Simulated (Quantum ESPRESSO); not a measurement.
# Ga in Quantum ESPRESSO: a series of runs, part 2 of 4

Quantum ESPRESSO 7.5.

## 3. Work function, PBE

File pw.in:

```
&CONTROL
  calculation = 'scf'
  prefix = 'pwscf'
  outdir = './tmp'
  pseudo_dir = './pseudo'
  tprnfor = .true.
  disk_io = 'low'
/
&SYSTEM
  ibrav = 0
  celldm(1) = 8
  nat = 5
  ntyp = 1
  ecutwfc = 32
  nbnd = 43
  occupations = 'smearing'
  smearing = 'fd'
  degauss = 0.00367493
/
&ELECTRONS
  conv_thr = 5d-09
  electron_maxstep = 150
  mixing_beta = 0.3
  mixing_mode = 'local-TF'
/
ATOMIC_SPECIES
Ga    69.7230 Ga.upf
CELL_PARAMETERS alat
  0.6632938697436   0.0000000000000   0.0000000000000
 -0.3316469348718   0.6222685942613  -0.0000000000000
  0.0000000000000   0.0000000000000   5.7881883849425
ATOMIC_POSITIONS crystal
Ga     0.2840509264    0.5681018529    0.3060747377
Ga     0.5681018529    0.1362037057    0.4030373689
Ga     0.8521527793    0.7043055586    0.5000000000
Ga     0.1362037057    0.2724074115    0.5969626311
Ga     0.4202546322    0.8405092644    0.6939252623
K_POINTS automatic
11 11 1 0 0 0
```

File pp_density.in:

```
&INPUTPP
  prefix = 'pwscf'
  outdir = './tmp'
  filplot = 'density.dat'
  plot_num = 0
/
&PLOT
  nfile = 1
  filepp(1) = 'density.dat'
  iflag = 3
  output_format = 6
  fileout = 'density.cube'
/
```

File pp_potential.in:

```
&INPUTPP
  prefix = 'pwscf'
  outdir = './tmp'
  filplot = 'potential.dat'
  plot_num = 11
/
&PLOT
  nfile = 1
  filepp(1) = 'potential.dat'
  iflag = 3
  output_format = 6
  fileout = 'potential.cube'
/
```

File pp_elf.in:

```
&INPUTPP
  prefix = 'pwscf'
  outdir = './tmp'
  filplot = 'elf.dat'
  plot_num = 8
/
&PLOT
  nfile = 1
  filepp(1) = 'elf.dat'
  iflag = 3
  output_format = 6
  fileout = 'elf.cube'
/
```

Potentials or basis: PseudoDojo 0.4.1 SR PBE standard.

On the command line:

```
$ OMP_NUM_THREADS=1 mpirun -n 2 pw.x -nk 2 -in pw.in > pw.out
$ OMP_NUM_THREADS=1 mpirun -n 1 pp.x -in pp_density.in > pp_density.out
$ OMP_NUM_THREADS=1 mpirun -n 1 pp.x -in pp_potential.in > pp_potential.out
$ OMP_NUM_THREADS=1 mpirun -n 1 pp.x -in pp_elf.in > pp_elf.out
```

pw.out:

```text
This program is part of the open-source Quantum ESPRESSO suite
     for quantum simulation of materials; please cite
         "P. Giannozzi et al., J. Phys.:Condens. Matter 21 395502 (2009);
         "P. Giannozzi et al., J. Phys.:Condens. Matter 29 465901 (2017);
         "P. Giannozzi et al., J. Chem. Phys. 152 154105 (2020);
     in publications or presentations arising from this work. More details at

     Message from routine setup:
     using ibrav=0 with symmetry is DISCOURAGED, use correct ibrav instead

     K-points division:     npool     =       2
     Subspace diagonalization in iterative solution of the eigenvalue problem:
     a serial algorithm will be used

     G-vector sticks info
     --------------------
     sticks:   dense  smooth     PW     G-vecs:    dense   smooth      PW
     Sum         269     269     87                29879    29879    5641

     Using Slab Decomposition

     bravais-lattice index     =            0
     lattice parameter (alat)  =       8.0000  a.u.
     unit-cell volume          =    1223.1972 (a.u.)^3
     number of atoms/cell      =            5
     number of atomic types    =            1
     number of electrons       =        65.00
     number of Kohn-Sham states=           43
     kinetic-energy cutoff     =      32.0000  Ry
     charge density cutoff     =     128.0000  Ry
     scf convergence threshold =      5.0E-09
     mixing beta               =       0.3000
     number of iterations used =            8  local-TF  mixing
     Exchange-correlation= PBE
                           (   1   4   3   4   0   0   0)

     celldm(1)=   8.000000  celldm(2)=   0.000000  celldm(3)=   0.000000
     celldm(4)=   0.000000  celldm(5)=   0.000000  celldm(6)=   0.000000

     crystal axes: (cart. coord. in units of alat)
               a(1) = (   0.663294   0.000000   0.000000 )
               a(2) = (  -0.331647   0.622269  -0.000000 )
               a(3) = (   0.000000   0.000000   5.788188 )

     reciprocal axes: (cart. coord. in units 2 pi/alat)
               b(1) = (  1.507627  0.803512 -0.000000 )
               b(2) = (  0.000000  1.607023  0.000000 )
               b(3) = ( -0.000000  0.000000  0.172766 )

     PseudoPot. # 1 for Ga read from file:
     Ga.upf
     Pseudo is Norm-conserving + core correction, Zval = 13.0
     Generated using ONCVPSP code by D. R. Hamann
     Using radial grid of 1902 points,  6 beta functions with:
                l(1) =   0
                l(2) =   0
                l(3) =   1
                l(4) =   1
                l(5) =   2
                l(6) =   2

     atomic species   valence    mass     pseudopotential
     Ga               13.00    69.72300     Ga( 1.00)

      2 Sym. Ops. (no inversion) found

   Cartesian axes

     site n.     atom                  positions (alat units)
         1        Ga     tau(   1) = (  -0.0000000   0.3535119   1.7716182  )
         2        Ga     tau(   2) = (   0.3316469   0.0847553   2.3328562  )
         3        Ga     tau(   3) = (   0.3316469   0.4382672   2.8940942  )
         4        Ga     tau(   4) = (  -0.0000000   0.1695106   3.4553322  )
         5        Ga     tau(   5) = (  -0.0000000   0.5230225   4.0165701  )

     number of k points=    36  Fermi-Dirac smearing, width (Ry)=  0.0037
                       cart. coord. in units 2pi/alat
        k(    1) = (   0.0000000   0.0000000   0.0000000), wk =   0.0165289
        k(    2) = (   0.0000000   0.1460930   0.0000000), wk =   0.0330579
        k(    3) = (   0.0000000   0.2921860   0.0000000), wk =   0.0330579
        k(    4) = (   0.0000000   0.4382790   0.0000000), wk =   0.0330579
        k(    5) = (   0.0000000   0.5843720   0.0000000), wk =   0.0330579
        k(    6) = (   0.0000000   0.7304650   0.0000000), wk =   0.0330579
[... 28 lines left out ...]
        k(   35) = (   0.6852852  -0.2191395   0.0000000), wk =   0.0661157
        k(   36) = (   0.6852852  -0.0730465   0.0000000), wk =   0.0661157

     Dense  grid:    29879 G-vectors     FFT dimensions: (  20,  24, 180)

     Initial potential from superposition of free atoms

     starting charge      64.9866, renormalised to      65.0000

     negative rho (up, down):  1.395E-01 0.000E+00
     Starting wfcs are   45 randomized atomic wfcs

     Self-consistent Calculation

     iteration #  1     ecut=    32.00 Ry     beta= 0.30
     Davidson diagonalization with overlap
     ethr =  1.00E-02,  avg # of iterations =  4.9

     negative rho (up, down):  9.196E-02 0.000E+00
[... 109 lines left out ...]
     iteration # 15     ecut=    32.00 Ry     beta= 0.30
     Davidson diagonalization with overlap
     ethr =  4.61E-11,  avg # of iterations =  2.0

     End of self-consistent calculation

          k = 0.0000 0.0000 0.0000 (  3691 PWs)   bands (ev):

   -13.4671 -13.1044 -12.9738 -12.9455 -12.8915 -12.6656 -12.6492 -12.5115
   -12.4319 -12.3793 -12.3210 -12.3033 -12.2908 -12.2850 -12.2423 -12.0043
   -11.9143 -11.8958 -11.8619 -11.8389 -11.8323 -11.7744 -11.7721 -11.7491
   -11.6961  -8.0051  -7.3522  -6.2218  -4.6770  -2.8996   0.3186   2.6361
     5.2769   7.0751   7.9000   8.0051   9.8620  10.1061  11.9548  12.5616
    12.6415  12.8875  13.4791
[... 138 lines left out ...]
   -13.5125 -13.3334 -13.3046 -13.2080 -13.1840 -13.1050 -13.0845 -13.0512
   -12.9811 -12.9536 -12.9142 -12.8354 -12.8256 -12.8082 -12.6779 -12.6100
   -12.5506 -12.4829 -12.4474 -12.4176 -12.3376 -12.2867 -12.2363 -12.1104
   -11.9970  -2.7826  -2.1684  -1.2595  -0.9315  -0.4677   0.9378   1.4514
     2.3579   2.7726   4.1537   5.5376   5.8390   6.5780   7.1605   7.3836
     8.4985   8.7158   9.2510

          k = 0.2741-0.0000 0.0000 (  3691 PWs)   bands (ev):

   -13.1072 -12.9156 -12.8873 -12.8421 -12.8369 -12.6694 -12.5554 -12.5262
   -12.4769 -12.4720 -12.3467 -12.3054 -12.2367 -12.2315 -12.1319 -12.0914
   -12.0407 -11.9381 -11.9344 -11.9149 -11.8879 -11.8283 -11.7876 -11.7648
   -11.6499  -7.3631  -6.7092  -5.5868  -4.0609  -2.3222   1.0163   3.2735
     5.8710   7.6889   8.5187   8.6048  10.3279  10.3802  10.4590  10.7135
    10.8681  11.0047  11.6246
[... 39 lines left out ...]
   -13.5382 -13.3214 -13.3200 -13.2299 -13.1876 -13.1636 -13.0385 -13.0202
   -12.9469 -12.9080 -12.8962 -12.7820 -12.7266 -12.5516 -12.5256 -12.4919
   -12.4205 -12.4024 -12.3598 -12.2451 -12.1906 -12.1535 -12.0589 -12.0296
   -11.9869  -1.1498  -1.1264  -0.7271  -0.5296  -0.0971   1.5517   2.3035
     2.5816   3.2321   3.5431   3.9474   4.5051   4.7546   5.7436   7.2619
     7.6276   7.9554   9.1054

          k = 0.4112-0.0730 0.0000 (  3690 PWs)   bands (ev):

   -13.2365 -12.9827 -12.9329 -12.7658 -12.6121 -12.5713 -12.4990 -12.4263
   -12.3854 -12.3478 -12.2882 -12.2291 -12.1795 -12.1365 -12.0869 -12.0548
   -11.9885 -11.9585 -11.9291 -11.9054 -11.8785 -11.8289 -11.8039 -11.7122
   -11.6492  -6.5010  -5.8499  -4.7377  -3.2364  -1.5399   1.9019   4.0924
     6.5838   7.1245   7.6437   8.3992   8.5324   8.7628   9.2126   9.3255
     9.3881  10.2958  10.8975
[... 30 lines left out ...]
   -13.5462 -13.5395 -13.3970 -13.3743 -13.2950 -13.2578 -13.0568 -13.0069
   -12.8992 -12.8612 -12.7824 -12.7160 -12.6814 -12.6424 -12.5876 -12.5624
   -12.4821 -12.4262 -12.4067 -12.3631 -12.3175 -12.2648 -12.2207 -12.0081
   -11.9701  -1.0296  -0.6756  -0.2843   0.2405   0.5516   1.3895   2.2269
     2.4031   2.8503   3.5908   3.6791   4.3506   4.9506   5.1019   6.3214
     7.7049   8.5057   8.9660

          k = 0.5482-0.1461 0.0000 (  3720 PWs)   bands (ev):

   -13.3449 -13.1609 -13.0337 -12.9233 -12.8232 -12.7507 -12.6820 -12.6060
   -12.5276 -12.4646 -12.4113 -12.3736 -12.3481 -12.3299 -12.3034 -12.2881
   -12.2249 -12.1588 -12.1046 -12.0610 -11.9756 -11.9256 -11.9005 -11.8543
   -11.7720  -5.2135  -4.5701  -3.4768  -2.0149  -0.3832   3.0583   3.9121
     4.5611   5.1030   5.6215   6.6052   7.1748   7.6933   8.6720   9.2374
     9.4798   9.7587  10.3878
[... 39 lines left out ...]
   -13.3698 -13.3241 -13.2371 -13.2364 -13.1954 -13.0551 -13.0151 -12.9280
   -12.8304 -12.8290 -12.7921 -12.6676 -12.6491 -12.5843 -12.5456 -12.4852
   -12.4137 -12.3694 -12.3307 -12.2264 -12.1550 -12.1263 -11.9967 -11.9128
   -11.8987  -2.2206  -1.6105  -0.6320   0.5081   1.3234   2.0488   2.0627
     2.6629   2.9667   3.3331   3.9644   5.1841   5.3655   6.5646   6.8834
     6.9669   8.3083   9.0513

          k = 0.6853-0.2191 0.0000 (  3740 PWs)   bands (ev):

   -13.2693 -13.2318 -13.2043 -13.0715 -13.0538 -12.9432 -12.8669 -12.7038
   -12.6884 -12.6218 -12.5654 -12.5429 -12.4715 -12.4209 -12.3980 -12.3645
   -12.2969 -12.2461 -12.1576 -12.1228 -12.0499 -12.0112 -11.9400 -11.9190
   -11.7577  -3.5262  -2.8980  -1.8458  -0.4906   0.8662   1.2403   1.9104
     2.6057   3.8100   5.0524   5.1225   6.6519   7.6351   7.7985   8.3824
     8.6630   9.8845  10.2164

          k = 0.6853-0.0730 0.0000 (  3732 PWs)   bands (ev):

   -13.2538 -13.1958 -13.0260 -12.9256 -12.8531 -12.7399 -12.6924 -12.6664
   -12.5752 -12.5558 -12.5018 -12.4965 -12.4127 -12.3815 -12.3715 -12.3191
   -12.2850 -12.2425 -12.2132 -12.1628 -12.1006 -11.9950 -11.9653 -11.9347
   -11.9120  -3.8855  -3.2545  -2.1845  -0.7679   0.7770   2.6805   3.2076
     3.8275   4.3503   4.4624   4.8582   6.1122   6.9297   7.0176   7.9602
     8.1643   8.5788   9.4999

     the Fermi energy is     3.4461 ev

!    total energy              =    -729.69320415 Ry
     estimated scf accuracy    <          4.3E-09 Ry
     smearing contrib. (-TS)   =      -0.00153797 Ry
     internal energy E=F+TS    =    -729.69166618 Ry

     The total energy is F=E-TS. E is the sum of the following terms:
     one-electron contribution =   -4421.73322667 Ry
     hartree contribution      =    2248.86068727 Ry
     xc contribution           =    -196.78205535 Ry
     ewald contribution        =    1639.96292856 Ry

     convergence has been achieved in  15 iterations

     Forces acting on atoms (cartesian axes, Ry/au):

     atom    1 type  1   force =     0.00000000   -0.01324403    0.00397609
     atom    2 type  1   force =     0.00000000   -0.00049631    0.00300672
     atom    3 type  1   force =     0.00000000    0.00014750    0.00006756
     atom    4 type  1   force =     0.00000000    0.00072005   -0.00303703
     atom    5 type  1   force =     0.00000000    0.01287279   -0.00401335

     Total force =     0.019801     Total SCF correction =     0.001752

=------------------------------------------------------------------------------=
   JOB DONE.
=------------------------------------------------------------------------------=
```

It took 58 s on 2 MPI ranks of Arm Neoverse V2, shared host; peak memory 0.24 GiB.

The run converged, but some of its settings lie outside the range that counts as converged, so its numbers aren't taken as properties of the slab.

What came out:

```
Free energy            : -9927.9818 eV
Largest force          : 0.356 eV/Å
Band gap on the k mesh : none (metal or under the smearing width)
```

Caveat: the cutoff lies well under what these potentials need, so the values aren't converged.

(Continued in part 3 of 4.)
